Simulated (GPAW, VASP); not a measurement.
Given: the input of a run of VASP 6.6.1 on TiAl3. The cell comes from a database or a generator and needn't be the stable form of this composition.

File INCAR:

```
PREC     = Accurate       # precision mode
ENCUT    = 520            # plane-wave cutoff, eV
EDIFF    = 1E-7           # SCF threshold, eV
ISMEAR   = -1             # smearing method
SIGMA    = 0.05           # smearing width, eV
LREAL    = F              # projectors in reciprocal space
LASPH    = T              # aspherical terms in the spheres
NELM     = 100            # most SCF steps
ALGO     = Normal         # electronic algorithm
ISIF     = 2              # what is computed and relaxed
LWAVE    = F              # write WAVECAR
LCHARG   = F              # write CHGCAR
GGA      = PS             # functional
NBANDS   = 18             # bands
```

The input KPOINTS:

```
regular mesh
0
Gamma
  10 10 10
```

The input POSCAR:

```
TiAl3
1.0
   -1.9111067713      1.9111067713      4.2806687947
    1.9111067713     -1.9111067713      4.2806687947
    1.9111067713      1.9111067713     -4.2806687947
Ti Al
1 3
Direct
    0.0000000000      0.0000000000      0.0000000000
    0.2500000000      0.7500000000      0.5000000000
    0.7500000000      0.2500000000      0.5000000000
    0.5000000000      0.5000000000      0.0000000000
```

Potentials or basis: VASP PAW PBE potentials, release 64 (Ti_sv, Al).

Command:

```console
$ cat potpaw_PBE.64/Ti_sv/POTCAR potpaw_PBE.64/Al/POTCAR > POTCAR
$ mpirun -np 1 vasp_std > vasp.out
```

Task: Translate it to GPAW 26.7.0 (ASE script). Potentials or basis there: PAW data sets generated for this functional, cutoff 600 eV.

Result: As run (cutoffs and basis follow the program's own potentials, and thresholds, step limits or extra output files can differ):

run.py

```python
from ase import Atoms
from ase.dft.bandgap import bandgap
from ase.io import write
from ase.units import GPa
from gpaw import GPAW, PW, setup_paths

setup_paths.insert(0, '.')

atoms = Atoms(['Ti', 'Al', 'Al', 'Al'],
              cell=[[-1.9111067713, 1.9111067713, 4.2806687947],
                    [1.9111067713, -1.9111067713, 4.2806687947],
                    [1.9111067713, 1.9111067713, -4.2806687947]],
              scaled_positions=[[0.0, 0.0, 0.0],
                                [0.25, 0.75, 0.5],
                                [0.75, 0.25, 0.5],
                                [0.5, 0.5, 0.0]],
              pbc=True)

calc = GPAW(mode=PW(600),
            xc='PBEsol',
            kpts={'size': (10, 10, 10), 'gamma': True},
            occupations={'name': 'fermi-dirac', 'width': 0.05},
            nbands=23,
            convergence={'density': 1e-05, 'energy': 1e-05},
            maxiter=150,
            txt='gpaw.txt')
atoms.calc = calc
energy = atoms.get_potential_energy()
forces = atoms.get_forces()
stress = atoms.get_stress()
calc.write('gs.gpw')
write('result.traj', atoms)
print(f'Energy: {energy:.6f} eV')
print('Forces (eV/A):')
print(forces.round(4))
print('Stress (GPa):', (stress / GPa).round(3))
print('Fermi level:', round(calc.get_fermi_level(), 4), 'eV')
print(f'Gap: {bandgap(calc)[0]:.4f} eV, direct: {bandgap(calc, direct=True)[0]:.4f} eV')
```

Potentials or basis: PAW data sets generated in the run's folder for this functional, pw.

The run is started by

```console
$ gpaw-setup -f PBEsol Al Ti
$ OMP_NUM_THREADS=1 python run.py
```

Both were run:

|  | VASP | GPAW |
| --- | --- | --- |
| Pressure | -0.4 GPa | -0.4 GPa |

VASP's potentials were made for PBE.

Pressure is positive in compression.
